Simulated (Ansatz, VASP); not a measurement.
**One calculation of GaN, two programs**

```xyz
2
Lattice="0.0000 2.1085 2.1085 2.1085 0.0000 2.1085 2.1085 2.1085 0.0000" Properties=species:S:1:pos:R:3 pbc="T T T"
Ga    0.0000    0.0000    0.0000
N     2.1085    2.1085    2.1085
```

Alike in both runs: task single point; functional PBE; k mesh 10 × 10 × 10; no spin polarisation.

|  | VASP | Ansatz |
| --- | --- | --- |
| version | VASP 6.6.1 | Ansatz 0.2.0 |
| potentials or method | VASP PAW PBE potentials, release 64 (Ga_d, N) | plane waves, PAW |
| plane-wave cutoff (eV) | 520 | 420 |
| occupations | gaussian, width 0.01 eV | fixed |
| valence electrons in the cell | 18 | 18 |

Ansatz gave:

| Item | Value |
| --- | --- |
| gap on the k mesh at the Fermi level (eV) | 0.67 |
| pressure (GPa) | 8.2 |

Problem. What did VASP give for the same quantities?

Solution. gap on the k mesh at the Fermi level (eV): 0.66; pressure (GPa): 9.1.

A k mesh can miss the band edges. PBE gaps usually lie below the measured ones, often by a third to a half.
